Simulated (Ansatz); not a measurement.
Input of an Ansatz 0.2.0 run:

input.yaml

```yaml
crystal:
  lattice:
    - [4.19134, 0.0, 0.0]
    - [0.0, 4.19134, 0.0]
    - [0.0, 0.0, 4.19134]
  atoms:
    - { symbol: Ba, position: [0.0, 0.0, 0.0] }
    - { symbol: Zr, position: [0.5, 0.5, 0.5] }
    - { symbol: O, position: [0.5, 0.5, 0.0] }
    - { symbol: O, position: [0.5, 0.0, 0.5] }
    - { symbol: O, position: [0.0, 0.5, 0.5] }
hamiltonian:
  xc: revpbe
  pseudopotentials: { kind: paw }
  dispersion: d4
kpoints:
  mp_grid: { grid: [6, 6, 6] }
scf:
  occupations: { method: fermi_dirac, width: 0.05 }
output:
  forces: true
  stress: true
  write_density: true
  write_potential: true
  elf: true
  volumetric_format: npy
relax:
  f_tol: 0.01
  max_steps: 40
  cell: { stress_tol: 0.05 }
```

Potentials or basis: Ansatz PAW.

Command:

```bash
$ ansatz run input.yaml --threads 2 --pin off --max-ram 5632MiB --backend cpu --events-out ev --progress --plain --runs-dir out
```

(1) Predict the relaxed volume.

(2) What does it give for the band gap on the k mesh?

(3) Predict the space group after relaxing (to 0.05 Å).

(4) What does it give for the relaxed cell?

Results:

(1) 14.96 Å³/atom.

(2) 3.24 eV, indirect (least direct gap 3.45 eV).

(3) Pm-3m (No. 221).

(4) a = 4.214 Å, b = 4.214 Å, c = 4.214 Å, α = 90.00°, β = 90.00°, γ = 90.00°.

Caveat: the plane-wave basis is chosen anew once the cell has moved, so the energies of steps on either side of that aren't comparable; the pressure holds a Pulay correction of +0.4 GPa for the finite cutoff; spin-orbit coupling is left out, which moves the levels of the heavy elements; the PAW data sets come from PBE, with cores solved anew for the run's functional, which leaves a small shift of forces and pressure.
